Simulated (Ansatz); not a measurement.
Fluorite SiO2, relaxed with r2SCAN: the symmetry is Fm-3m (No. 225, cubic); a = 4.528 Å in the conventional setting, 7.74 Å³ an atom. Around Si lie 8 O at 1.96 Å; around O lie 4 Si at 1.96 Å. One-shot G0W0@PBE in the PAW code Ansatz on a 6×6×6 mesh (contour deformation, no spin-orbit coupling), from a PBE gap of 2.085 eV over the mesh points (the G0W0 gap is direct on the mesh); the number N of bands summed and the screening cutoff rise together. Values at 0 K without nuclear motion; spin polarisation is off, and the phase may be a hypothetical one.

| N | cutoff (eV) | 1000/N | G0W0 gap (eV) |
| --- | --- | --- | --- |
| 45 | 80 | 22.222 | 3.368 |
| 95 | 140 | 10.526 | 3.543 |

Question: Lay a straight line in 1000/N through these rows.

Answer: The slope is -0.0150 eV per unit of 1000/N and the intercept 3.700 eV.

Question: Predict the gap at N = 168 (210 eV).

Answer: 3.700 + (-0.0150) × 5.952 = 3.611 eV; the run gives 3.712 eV, +0.101 eV from the line.

Question: With that run's result added, what limit do the last two rows suggest?

Answer: Their slope is (3.712 − 3.543)/(5.952 − 10.526) = -0.0369, which meets 1/N = 0 at 3.93 eV, against 3.700 eV from the first line. The slope steepens, so 1/N isn't yet asymptotic and the true limit probably lies higher still; the k mesh isn't extrapolated.
